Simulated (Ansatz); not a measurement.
Ag, 2 atoms in the cell. It takes space group P6_3/mmc (No. 194, hexagonal). The conventional cell has a = 2.930 Å, b = 2.930 Å, c = 4.790 Å, α = 90.00°, β = 90.00°, γ = 120.00°. Around Ag (site symmetry -6m2) lie 12 Ag at 2.93 Å. This isn't the form of Ag at room conditions, which is fcc.

* Program: Ansatz 0.2.0
* Task: band structure
* Functional: PBEsol
* Potentials or basis: Ansatz PAW
* Cutoff: 420 eV (not typed: the program's choice for these potentials)
* k mesh: 10 × 10 × 6
* Occupations: fermi-dirac, width 0.05 eV
* Spin: no spin polarisation
* Path: [["G", "M", "K", "G", "A", "L", "H", "A"], ["L", "M"], ["K", "H"]]
* Points for each segment of the path: 14

Potentials or basis: Ansatz PAW.

Command:

```bash
$ ansatz run input.yaml --threads 2 --pin off --max-ram 5632MiB --backend cpu --events-out ev --progress --plain --runs-dir out
```

Hardware: 2 threads of Arm Neoverse V2, with other jobs on the host.

**Question.** Estimate the wall time of this run.

**Answer.** Wall time 3.1 s on 2 threads of Arm Neoverse V2, with other jobs on the host, peak memory 0.3 GiB. Counts: scf iterations 6, plane waves 701, k points 56, bands 25.
